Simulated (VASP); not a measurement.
Sr, 2 atoms in the cell. The structure is hexagonal, space group P6_3/mmc (No. 194). Conventional cell: a = 4.310 Å, b = 4.310 Å, c = 7.050 Å, α = 90.00°, β = 90.00°, γ = 120.00°. Sr (site symmetry -6m2) is surrounded by 12 Sr at 4.31 Å. This isn't the form of Sr at room conditions, which is fcc.

- Program: VASP 6.6.1
- Task: single point
- Functional: PBE
- Potentials or basis: VASP PAW PBE potentials, release 64 (Sr_sv)
- Cutoff: 520 eV
- k mesh: 6 × 6 × 4
- Occupations: fermi-dirac, width 0.1 eV
- Spin: no spin polarisation
- Dipole correction: no
- Further INCAR settings: ALGO = Normal; EDIFF = 1e-06; NBANDS = 17

Potentials or basis: VASP PAW PBE potentials, release 64 (Sr_sv).

Run with:

```sh
$ cat potpaw_PBE.64/Sr_sv/POTCAR > POTCAR
$ mpirun -np 1 vasp_std > vasp.out
```

Hardware: 1 thread of Intel(R) Xeon(R) Platinum 8488C (Sapphire Rapids) (shared host).

Question: Estimate the wall time of this run.

Answer: Wall time 30 s on 1 thread of Intel(R) Xeon(R) Platinum 8488C (Sapphire Rapids) (shared host), peak memory 0.23 GiB. Counts: scf iterations 12, k points 21.
